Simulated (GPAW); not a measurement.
Runs of GPAW 26.7.0 on CdTe. The structure is cubic, space group F-43m (No. 216). The conventional cell has a = 6.410 Å, b = 6.410 Å, c = 6.410 Å, α = 90.00°, β = 90.00°, γ = 90.00°. Te (site symmetry -43m) is surrounded by 4 Cd at 2.78 Å. Cd (site symmetry -43m) is surrounded by 4 Te at 2.78 Å. 

```csv
task,level,potentials or basis,cell,k mesh,cutoff (eV),smearing,maxiter,optimizer,fmax,max steps,convergence,gap on the mesh (eV),pressure (GPa),relaxed volume (Å³/atom)
relaxation of cell and atoms,RPBE+D3(BJ),"the program's PAW data sets (release 1.2.1) made for this functional, pw",relaxed,7 × 7 × 7,600,fermi-dirac 0.05 eV,150,BFGS,0.01 eV/Å,100,density=1e-05 forces=0.0001,1.24,0.0,30.69
relaxation of cell and atoms,BLYP+D4,"PAW data sets generated in the run's folder for this functional, pw",relaxed,7 × 7 × 7,600,fermi-dirac 0.05 eV,150,LBFGS,0.05 eV/Å,60,density=1e-05 forces=0.0001,0.62,0.1,34.71
single point,LDA,"the program's PAW data sets (release 1.2.1) made for this functional, pw",as given,6 × 6 × 6,500,fermi-dirac 0.05 eV,80,-,-,-,-,0.61,-0.7,-
relaxation of cell and atoms,revPBE+D4,"the program's PAW data sets (release 1.2.1) made for this functional, pw",relaxed,7 × 7 × 7,600,fermi-dirac 0.05 eV,150,BFGS,0.02 eV/Å,40,density=1e-05 forces=0.0001,(a),0.1,34.16
relaxation of cell and atoms,revPBE+D3(BJ),"the program's PAW data sets (release 1.2.1) made for this functional, pw",relaxed,7 × 7 × 7,600,fermi-dirac 0.05 eV,150,FIRE,0.02 eV/Å,100,density=1e-05 forces=0.0001,0.89,-0.1,33.90
relaxation of cell and atoms,PBEsol+D3(BJ),"PAW data sets generated in the run's folder for this functional, pw",relaxed,7 × 7 × 7,600,fermi-dirac 0.05 eV,150,FIRE,0.02 eV/Å,40,density=1e-05 forces=0.0001,0.79,0.1,32.58
single point,LDA,"the program's PAW data sets (release 1.2.1) made for this functional, pw",the cell as VASP's run set it,7 × 7 × 7,600,gaussian 0.05 eV,150,-,-,-,-,0.61,(b),-
relaxation of cell and atoms,BLYP+D3(BJ),"PAW data sets generated in the run's folder for this functional, pw",relaxed,7 × 7 × 7,600,fermi-dirac 0.05 eV,150,FIRE,0.02 eV/Å,60,density=1e-05 forces=0.0001,0.66,-0.1,34.28
```

Alike in all rows: no spin polarisation.

**Question.** Estimate the missing entries.

**Answer.** (a) 0.87; (b) -0.5.

Caveats: spin-orbit coupling is left out, which moves the levels of the heavy elements; later steps reuse the first step's grids (some runs); the cutoff is short for stress and forces, so pressures can be off by a GPa or more (some runs).

A k mesh can miss the band edges, and the runs leave out spin-orbit coupling on Cd, Te.

Runs at the PBE level aren't shown here.
